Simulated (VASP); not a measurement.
Pt:

```
Pt
1.0
     2.76067    0.00000    0.00000
    -1.38033    2.39081    0.00000
     0.00000    0.00000    4.79213
Pt
2
Direct
  0.33333 0.66667 0.25000
  0.66667 0.33333 0.75000
```

This isn't the form of Pt at room conditions, which is fcc.

* Program: VASP 6.6.1
* Task: single point
* Functional: PBEsol
* Potentials or basis: VASP PAW PBE potentials, release 64 (Pt)
* Cutoff: 520 eV
* k mesh: 11 × 11 × 6
* Occupations: fermi-dirac, width 0.05 eV
* Spin: no spin polarisation

On this cell: pressure -11.0 GPa; largest force under 0.003 eV/Å; band gap on the k mesh none (metal or under the smearing width).

The same run follows on a disturbed copy (atoms moved at random, drawn with an rms of 0.05 Å):

```
Pt
1.0
     2.76067    0.00000    0.00000
    -1.38033    2.39081    0.00000
     0.00000    0.00000    4.79213
Pt
2
Direct
  0.32844 0.68797 0.25286
  0.67332 0.32279 0.74338
```

Q: What changes?

A: The energy (extrapolated to zero smearing) moves by +2.3 meV/atom; pressure -10.7 GPa; largest force 0.411 eV/Å; band gap on the k mesh none (metal or under the smearing width).

Forces in eV/Å, atoms in the order of the input:
```
Pt  -0.073  0.033 -0.403
Pt   0.073 -0.033  0.403
```

Stress tensor (GPa, compression positive):
```
-10.65   0.02  -0.14
  0.02 -10.23   0.21
 -0.14   0.21 -11.22
```

Caveats: the PAW data sets were made with another functional, which shifts forces and pressure a little.
